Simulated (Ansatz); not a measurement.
Mo:

```
Mo
1.0
    -1.58381    1.58381    1.58381
     1.58381   -1.58381    1.58381
     1.58381    1.58381   -1.58381
Mo
1
Direct
  0.00000 0.00000 0.00000
```

| Item | Value |
| --- | --- |
| Program | Ansatz 0.2.0 |
| Task | relaxation of cell and atoms |
| Functional | revPBE |
| Dispersion | D4 |
| Potentials or basis | all-electron LAPW, scalar-relativistic |
| Basis error allowed | 0.001 eV/atom |
| k mesh | 12 × 12 × 12 |
| Occupations | fermi-dirac, width 0.05 eV |
| Spin | no spin polarisation |

At the start: volume 15.89 Å³/atom.

Where does the relaxation end?

Over 4 steps the energy falls by 14.9 meV/atom and the volume is 15.36 Å³/atom (-3.3 %); space group Im-3m (No. 229, to 0.05 Å).

Step by step:
```tsv
step	energy change (eV)	largest force (eV/Å)	volume (Å³)
1	0.0000	0.0000	15.89
2	-0.0147	0.0000	15.42
3	-0.0149	0.0000	15.36
4	-0.0149	0.0000	15.36
```

Final structure:
```cif
data_structure
_symmetry_space_group_name_H-M 'P 1'
_symmetry_Int_Tables_number 1
_cell_length_a 2.7124
_cell_length_b 2.7124
_cell_length_c 2.7124
_cell_angle_alpha 109.471
_cell_angle_beta 109.471
_cell_angle_gamma 109.471
_cell_volume 15.36
loop_
_atom_site_label
_atom_site_type_symbol
_atom_site_fract_x
_atom_site_fract_y
_atom_site_fract_z
_atom_site_occupancy
Mo1 Mo 0.00000 0.00000 0.00000 1
```
